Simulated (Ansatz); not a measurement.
Computed with DFT PBE, scalar-relativistic, plane waves, PAW (Ansatz). Settings: cutoff 420 eV, Γ-centred meshes spaced at most about 0.3 Å⁻¹, and about 0.25 Å⁻¹ or finer for metals (2π included), Gaussian smearing. No spin polarisation.

These are static total energies at zero pressure.

Compare these two cells of Cd4Se, each relaxed at this level.

A.

```cif
data_structure
_symmetry_space_group_name_H-M 'P4/nbm:1'
_symmetry_Int_Tables_number 125
_cell_length_a 5.9576
_cell_length_b 5.9576
_cell_length_c 6.9399
_cell_angle_alpha 90.000
_cell_angle_beta 90.000
_cell_angle_gamma 90.000
_cell_volume 246.32
loop_
_atom_site_label
_atom_site_type_symbol
_atom_site_symmetry_multiplicity
_atom_site_Wyckoff_symbol
_atom_site_fract_x
_atom_site_fract_y
_atom_site_fract_z
_atom_site_occupancy
Cd1 Cd 8 m 0.32425 0.82425 0.70278 1
Se1 Se 2 a 0.00000 0.00000 0.00000 1
```

B.

```cif
data_structure
_symmetry_space_group_name_H-M 'Cmmm'
_symmetry_Int_Tables_number 65
_cell_length_a 8.3733
_cell_length_b 8.6971
_cell_length_c 3.6426
_cell_angle_alpha 90.000
_cell_angle_beta 90.000
_cell_angle_gamma 90.000
_cell_volume 265.27
loop_
_atom_site_label
_atom_site_type_symbol
_atom_site_symmetry_multiplicity
_atom_site_Wyckoff_symbol
_atom_site_fract_x
_atom_site_fract_y
_atom_site_fract_z
_atom_site_occupancy
Cd1 Cd 4 i 0.50000 0.82143 0.00000 1
Cd2 Cd 4 h 0.26159 0.00000 0.50000 1
Se1 Se 2 a 0.00000 0.00000 0.00000 1
```

**Question.** Which form is favoured at zero pressure, and by what margin per atom?

**Answer.** A is lower, by 76 meV/atom. A has space group P4/nbm (No. 125), 24.6 Å³/atom and no gap on its mesh; B has space group Cmmm (No. 65), 26.5 Å³/atom and no gap. Counting Cd atoms around Se (those within 1.25 times the shortest such distance or 1.15 times the sum of covalent radii), A has Se 8 and B has Se 6. The denser one is the lower, and pressure would at first widen the difference. In A, around Cd lie 6 Cd at 2.96–3.11 Å, 2 Se at 3.01 Å and 2 Cd at 3.51 Å; Se is surrounded by 8 Cd at 3.01 Å. In B, Cd on a site of symmetry m2m is surrounded by 1 Se at 2.80 Å and 5 Cd at 3.11–3.12 Å; Cd on a site of symmetry 2mm is surrounded by 2 Se at 2.85 Å and 4 Cd at 3.12 Å; Se has 6 Cd at 2.80–2.85 Å. Both come from invented guesses. The lowest form computed isn't among them: it has space group P-4m2 (No. 115), 28.2 Å³/atom and lies 20 meV/atom below the best shown.

Cells relaxed within their symmetry can be saddle points. Some structure types and database cells were kept out of the candidates from the start, so a known form may be missing.
